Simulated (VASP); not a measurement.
# BAs (F-43m) in VASP: a series of runs

One crystal, BAs, is run at these levels: r2SCAN, PBE; tasks: relaxation of cell and atoms.

Everything below comes from runs of VASP 6.6.1. Logs are shortened: lines on timing, memory, paths and dates and some standing lists are left out, and cuts for length are marked.

## (1) Starting point

The structure is cubic, space group F-43m (No. 216). Conventional cell: a = 4.777 Å, b = 4.777 Å, c = 4.777 Å, α = 90.00°, β = 90.00°, γ = 90.00°. B (site symmetry -43m) has 4 As at 2.07 Å as nearest neighbours. Around As (site symmetry -43m) lie 4 B at 2.07 Å.

## (2) Relaxation of cell and atoms, r2SCAN

File INCAR:

```
PREC     = Accurate       # precision mode
ENCUT    = 600            # plane-wave cutoff, eV
EDIFF    = 1E-7           # SCF threshold, eV
ISMEAR   = 0              # smearing method
SIGMA    = 0.02           # smearing width, eV
LREAL    = False          # projectors in reciprocal space
LASPH    = True           # aspherical terms in the spheres
NELM     = 100            # most SCF steps
ALGO     = Normal         # electronic algorithm
ISIF     = 3              # what is computed and relaxed
LWAVE    = False          # write WAVECAR
LCHARG   = False          # write CHGCAR
METAGGA  = R2SCAN         # meta-GGA
LMIXTAU  = True         
IBRION   = 2              # ionic algorithm
NSW      = 60             # ionic steps
EDIFFG   = -0.01          # ionic threshold
```

File KPOINTS:

```
regular mesh
0
Gamma
  9 9 9
```

File POSCAR:

```
BAs
1.0
    0.0000000000      2.3885000000      2.3885000000
    2.3885000000      0.0000000000      2.3885000000
    2.3885000000      2.3885000000      0.0000000000
B As
1 1
Direct
    0.0000000000      0.0000000000      0.0000000000
    0.7500000000      0.7500000000      0.7500000000
```

Potentials or basis: VASP PAW PBE potentials, release 64 (B, As).

Launch:

```bash
$ cat potpaw_PBE.64/B/POTCAR potpaw_PBE.64/As/POTCAR > POTCAR
$ mpirun -np 1 vasp_std > vasp.out
```

OUTCAR:

```text
PREC = Accurate
   ENCUT = 600
   EDIFF = 1E-7
   ISMEAR = 0
   LREAL = False
   LASPH = True
   NELM = 100
   ISIF = 3
   METAGGA = R2SCAN
   IBRION = 2
   NSW = 60
   EDIFFG = -0.01

 ion  position               nearest neighbor table
   1  0.000  0.000  0.000-   2 2.07   2 2.07   2 2.07   2 2.07
   2  0.750  0.750  0.750-   1 2.07   1 2.07   1 2.07   1 2.07

  LATTYP: Found a face centered cubic cell.
 ALAT       =     4.7770000000

  Lattice vectors:

 A1 = (   0.0000000000,   2.3885000000,   2.3885000000)
 A2 = (   2.3885000000,   0.0000000000,   2.3885000000)
 A3 = (   2.3885000000,   2.3885000000,   0.0000000000)

Analysis of symmetry for initial positions (statically):
=====================================================================
 Subroutine PRICEL returns:
 Original cell was already a primitive cell.

 Routine SETGRP: Setting up the symmetry group for a
 face centered cubic supercell.

 Subroutine GETGRP returns: Found 24 space group operations
 (whereof 24 operations were pure point group operations)
 out of a pool of 48 trial point group operations.

The static configuration has the point symmetry T_d .

Analysis of symmetry for dynamics (positions and initial velocities):
=====================================================================
 Subroutine PRICEL returns:
 Original cell was already a primitive cell.

 Routine SETGRP: Setting up the symmetry group for a
 face centered cubic supercell.

 Subroutine GETGRP returns: Found 24 space group operations
 (whereof 24 operations were pure point group operations)
 out of a pool of 48 trial point group operations.

The dynamic configuration has the point symmetry T_d .

 Subroutine INISYM returns: Found 24 space group operations
 (whereof 24 operations are pure point group operations),
 and found     1 'primitive' translations

----------------------------------------------------------------------------------------

                                     Primitive cell

  volume of cell :      27.2525

  direct lattice vectors                    reciprocal lattice vectors
     0.000000000  2.388500000  2.388500000    -0.209336404  0.209336404  0.209336404
     2.388500000  0.000000000  2.388500000     0.209336404 -0.209336404  0.209336404
     2.388500000  2.388500000  0.000000000     0.209336404  0.209336404 -0.209336404

  length of vectors
     3.377849094  3.377849094  3.377849094     0.362581287  0.362581287  0.362581287

  position of ions in fractional coordinates (direct lattice)
     0.000000000  0.000000000  0.000000000
     0.750000000  0.750000000  0.750000000

  ion indices of the primitive-cell ions
   primitive index   ion index
                 1           1
                 2           2

----------------------------------------------------------------------------------------

 KPOINTS: regular mesh

Automatic generation of k-mesh.
 Grid dimensions read from file:
 generate k-points for:    9    9    9

 Generating k-lattice:

  Cartesian coordinates                     Fractional coordinates (reciprocal lattice)
    -0.023259600  0.023259600  0.023259600     0.111111111  0.000000000  0.000000000
     0.023259600 -0.023259600  0.023259600     0.000000000  0.111111111  0.000000000
     0.023259600  0.023259600 -0.023259600     0.000000000  0.000000000  0.111111111

  Length of vectors
     0.040286810  0.040286810  0.040286810

  Shift w.r.t. Gamma in fractional coordinates (k-lattice)
     0.000000000  0.000000000  0.000000000

 Subroutine IBZKPT returns following result:
 ===========================================

 Found     35 irreducible k-points:

 Following reciprocal coordinates:
            Coordinates               Weight
  0.000000  0.000000  0.000000      1.000000
  0.111111  0.000000  0.000000      8.000000
  0.222222  0.000000  0.000000      8.000000
  0.333333  0.000000  0.000000      8.000000
  0.444444  0.000000  0.000000      8.000000
  0.111111  0.111111  0.000000      6.000000
[... 16 lines left out ...]
 -0.333333  0.333333  0.000000     12.000000
  0.444444  0.444444  0.000000      6.000000
 [... further k-points ...]
   k-points           NKPTS =     35   k-points in BZ     NKDIM =     35   number of bands    NBANDS=      8
   number of dos      NEDOS =    301   number of ions     NIONS =      2
   total plane-waves  NPLWV =  21952
   dimension x,y,z NGX =    28 NGY =   28 NGZ =   28
   dimension x,y,z NGXF=    56 NGYF=   56 NGZF=   56
   ions per type =               1   1
   NGX,Y,Z   is equivalent  to a cutoff of  13.78, 13.78, 13.78 a.u.
   NGXF,Y,Z  is equivalent  to a cutoff of  27.56, 27.56, 27.56 a.u.
 SYSTEM =  unknown system
   PREC   = accura    normal or accurate (medium, high low for compatibility)
   ISTART =      0    job   : 0-new  1-cont  2-samecut
   ICHARG =      2    charge: 1-file 2-atom 10-const
   ISPIN  =      1    spin polarized calculation?
   LNONCOLLINEAR =      F non collinear calculations
   LSORBIT =      F    spin-orbit coupling
   LASPH  =      T    aspherical Exc in radial PAW
   ENCUT  =  600.0 eV  44.10 Ry    6.64 a.u.   6.75  6.75  6.75*2*pi/ulx,y,z
   NELM   =    100;   NELMIN=  2; NELMDL= -5     # of ELM steps
   EDIFF  = 0.1E-06   stopping-criterion for ELM
   LREAL  =      F    real-space projection
   EDIFFG = -.1E-01   stopping-criterion for IOM
   NSW    =     60    number of steps for IOM
   IBRION =      2    ionic relax: 0-MD 1-quasi-New 2-CG
   NFREE  =      1    steps in history (QN), initial steepest desc. (CG)
   ISIF   =      3    stress and relaxation
   ISYM   =      2    0-nonsym 1-usesym 2-fastsym
   POTIM  = 0.5000    time-step for ionic-motion
   TEBEG  =    0.0;   TEEND  =   0.0 temperature during run
   PSTRESS=    0.0 pullay stress
   NELECT =       8.0000    total number of electrons
   NUPDOWN=      -1.0000    fix difference up-down
   EMIN   =  10.00;   EMAX   =-10.00  energy-range for DOS
   EFERMI =   0.00;   METHOD = LEGACY
   ISMEAR =     0;   SIGMA  =   0.02  broadening in eV -4-tet -1-fermi 0-gaus
   EFERMI_NEDOS =   21; number of points for ismear=-14 and -15
   IALGO  =     38    algorithm
   IMIX   =      4    mixing-type and parameters
     AMIX     =   0.40;   BMIX     =  1.00
     AMIX_MAG =   1.60;   BMIX_MAG =  1.00
  volume/ion in A,a.u.               =      13.63        91.95
  Fermi-wavevector in a.u.,A,eV,Ry     =   1.088018  2.056057 16.106360  1.183784
  Thomas-Fermi vector in A             =   2.224191
   LORBIT       =      0    0 simple, 1 ext, 2 COOP (PROOUT), +10 PAW based schemes
   METAGGA = R2SCAN    functional components
   LHFCALC =     F    Hartree Fock is set to
   AEXX    =    0.0000 exact exchange contribution
   IVDW    =     0    specifies the selected vdW correction
   LEPSILON=     F    determine dielectric tensor
   LRPA    =     F    only Hartree local field effects (RPA)
 conjugate gradient relaxation of ions
 non-spin polarized calculation
 Gauss-broadening in eV      SIGMA  =   0.02
  energy-cutoff  :      600.00
  volume of cell :       27.25
 maximum number of plane-waves:       941
   NGX = 13   NGY = 13   NGZ = 13

--------------------------------------- Ionic step        1  -------------------------------------------

 number of electron       8.0000000 magnetization

 Free energy of the ion-electron system (eV)
  ---------------------------------------------------
  ext. energy  EPLUGINS =         0.00000000
  ---------------------------------------------------
  free energy    TOTEN  =       -22.25650638 eV

  energy without entropy =      -22.25650638  energy(sigma->0) =      -22.25650638

------------------------ aborting loop because EDIFF is reached ----------------------------------------

  FORCE on cell =-STRESS in cart. coord.  units (eV):
  Direction    XX          YY          ZZ          XY          YZ          ZX
  --------------------------------------------------------------------------------------
  -------------------------------------------------------------------------------------
  Total        0.1459116      0.1459116      0.1459116      0.0000000      0.0000000      0.0000000
  in kB        8.5781724      8.5781724      8.5781724      0.0000000      0.0000000      0.0000000
  external PRESSURE =       8.5781724 kB  Pullay stress =       0.0000000 kB
[... 57 lines left out ...]
  energy  without entropy=      -22.2566677499  energy(sigma->0) =      -22.25666775

--------------------------------------- Ionic step        3  -------------------------------------------

 number of electron       8.0000000 magnetization

 Free energy of the ion-electron system (eV)
  ---------------------------------------------------
  ext. energy  EPLUGINS =         0.00000000
  ---------------------------------------------------
  free energy    TOTEN  =       -22.25693045 eV

  energy without entropy =      -22.25693045  energy(sigma->0) =      -22.25693045

 E-fermi :   6.1226     XC(G=0): -11.1066

 val. band max:        5.9580107407   @ k =   0.0000   0.0000   0.0000
 cond. band min:       7.3922912693   @ k =   0.4444   0.4444   0.0000
 fundamental gap:      1.4342805286
 Fermi energy:         6.1225632057

 k-point     1 :       0.0000    0.0000    0.0000
  band No.  band energies     occupation
      1     -10.1442      2.00000
      2       5.9580      2.00000
      3       5.9580      2.00000
      4       5.9580      2.00000
      5       9.3969      0.00000
      6       9.3969      0.00000
      7       9.3969      0.00000
      8      11.0325      0.00000
[... 243 lines left out ...]
 k-point    24 :       0.4444    0.4444    0.0000
  band No.  band energies     occupation
      1      -6.1161      2.00000
      2      -2.5818      2.00000
      3       1.7465      2.00000
      4       1.7465      2.00000
      5       7.3923      0.00000
      6       8.0223      0.00000
      7      17.6926      0.00000
      8      17.6926      0.00000

 [... further k-points ...]

------------------------ aborting loop because EDIFF is reached ----------------------------------------

  FORCE on cell =-STRESS in cart. coord.  units (eV):
  Direction    XX          YY          ZZ          XY          YZ          ZX
  --------------------------------------------------------------------------------------
  -------------------------------------------------------------------------------------
  Total        0.0023341      0.0023341      0.0023341      0.0000000      0.0000000      0.0000000
  in kB        0.1364207      0.1364207      0.1364207      0.0000000      0.0000000      0.0000000
  external PRESSURE =       0.1364207 kB  Pullay stress =       0.0000000 kB
[... 17 lines left out ...]
  FREE ENERGIE OF THE ION-ELECTRON SYSTEM (eV)
  ---------------------------------------------------
  free  energy   TOTEN  =       -22.2569304485 eV

  energy  without entropy=      -22.2569304485  energy(sigma->0) =      -22.25693045

 reached required accuracy - stopping structural energy minimisation
```

Wall time 92 s (1 thread of Intel Xeon Platinum 8488C (Sapphire Rapids), shared host); peak memory 0.17 GiB.

What came out:

- Free energy: -22.2569 eV
- Relaxed volume: 13.71 Å³/atom
- Relaxed cell: a = 3.384 Å, b = 3.384 Å, c = 3.384 Å, α = 60.00°, β = 60.00°, γ = 60.00°
- Space group after relaxing (to 0.05 Å): F-43m (No. 216)
- Energy gained by relaxing: 0.2 meV/atom
- Ionic steps: 3
- Pressure after relaxing: 0.0 GPa
- Band gap on the k mesh: 1.43 eV, indirect (least direct gap 3.44 eV)

The path:
```tsv
step	energy change (eV)	largest force (eV/Å)	pressure (GPa)	volume (Å³)
1	0.0000	0.0000	0.86	27.25
2	-0.0002	0.0000	-0.65	27.54
3	-0.0004	0.0000	0.01	27.41
```

Final structure:
```
B As
1.0
     0.00000    2.39317    2.39317
     2.39317    0.00000    2.39317
     2.39317    2.39317    0.00000
B As
1 1
Direct
  0.00000 0.00000 0.00000
  0.75000 0.75000 0.75000
```

Caveat: the PAW data sets were made with another functional, which shifts forces and pressure a little; an odd mesh through Γ misses points on the zone boundary, where band edges often lie.

## (3) Relaxation of cell and atoms, PBE

File INCAR:

```
SYSTEM = BAs
PREC = Accurate
ENCUT = 600
EDIFF = 1E-7
ISMEAR = 0
SIGMA = 0.02
LREAL = .False.
LASPH = .True.
NELM = 60
ALGO = Normal
ISIF = 3
LWAVE = .False.
LCHARG = .False.
GGA = PE
IBRION = 2
NSW = 60
EDIFFG = -0.01
```

File KPOINTS:

```
regular mesh
0
Gamma
  9 9 9
  0 0 0
```

POSCAR is that of step 2.

Potentials or basis: VASP PAW PBE potentials, release 64 (B, As).

Launch:

```bash
$ cat potpaw_PBE.64/B/POTCAR potpaw_PBE.64/As/POTCAR > POTCAR
$ mpirun -np 1 vasp_std > vasp.out
```

Wall time 13 s (1 thread of Intel Xeon 6975P-C (Granite Rapids), shared host); peak memory 0.16 GiB.

It converged, with:

```yaml
Free_energy: -11.4138 eV
Relaxed_volume: 13.97 Å³/atom
Relaxed_cell: a = 3.406 Å, b = 3.406 Å, c = 3.406 Å, α = 60.00°, β = 60.00°, γ = 60.00°
Space_group_after_relaxing_to_0.05_Å: F-43m (No. 216)
Energy_gained_by_relaxing: 3.5 meV/atom
Ionic_steps: 3
Pressure_after_relaxing: 0.0 GPa
Band_gap_on_the_k_mesh: 1.25 eV, indirect (least direct gap 3.25 eV)
```

Step by step:
| step | energy change (eV) | largest force (eV/Å) | pressure (GPa) | volume (Å³) |
| --- | --- | --- | --- | --- |
| 1 | 0.0000 | 0.0000 | 3.42 | 27.25 |
| 2 | -0.0037 | 0.0000 | -2.19 | 28.42 |
| 3 | -0.0071 | 0.0000 | 0.01 | 27.93 |

Final structure:
```
B As
1.0
     0.00000    2.40815    2.40815
     2.40815    0.00000    2.40815
     2.40815    2.40815    0.00000
B As
1 1
Direct
  0.00000 0.00000 0.00000
  0.75000 0.75000 0.75000
```

Levels at points of the mesh, in eV from the valence-band top:
| k point | band 1 | band 2 | band 3 | band 4 | band 5 | band 6 | band 7 | band 8 |
| --- | --- | --- | --- | --- | --- | --- | --- | --- |
| (0.00, 0.00, 0.00) | -15.18 | 0.00 | 0.00 | 0.00 | 3.25 | 3.25 | 3.25 | 4.38 |

Caveat: an odd mesh through Γ misses points on the zone boundary, where band edges often lie. PBE usually gives volumes a little too large and moduli too small.
